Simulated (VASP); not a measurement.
A run of VASP 6.6.1:

Contents of INCAR:

```
SYSTEM = BP
PREC = Accurate
ENCUT = 600
EDIFF = 1E-8
ISMEAR = 0
SIGMA = 0.03
LREAL = .FALSE.
LASPH = .TRUE.
NELM = 80
ALGO = Normal
ISIF = 2
LWAVE = .FALSE.
LCHARG = .FALSE.
LEPSILON = .TRUE.
```

File KPOINTS:

```
regular mesh
0
Monkhorst
  16 16 16
  0 0 0
```

Contents of POSCAR:

```
BP                                      
1.0
    0.0000000000      2.2448630182      2.2448630182
    2.2448630182      0.0000000000      2.2448630182
    2.2448630182      2.2448630182      0.0000000000
  B               P             
     1     1
Direct
     0.0000000000000000    0.0000000000000000    0.0000000000000000
     0.2500000000000000    0.2500000000000000    0.2500000000000000
```

Potentials or basis: VASP PAW LDA potentials, release 64 (B, P).

The run is started by

```console
$ cat potpaw_LDA.64/B/POTCAR potpaw_LDA.64/P/POTCAR > POTCAR
$ mpirun -np 1 vasp_std > vasp.out
```

Hardware: 1 thread of Intel(R) Xeon(R) Platinum 8488C (Sapphire Rapids), on a shared host.

**Question.** Estimate the wall time of this run.

**Answer.** Run time: 21 min on 1 thread of Intel(R) Xeon(R) Platinum 8488C (Sapphire Rapids), on a shared host, peak memory 1.1 GiB. Counts: scf iterations 101, k points 408.
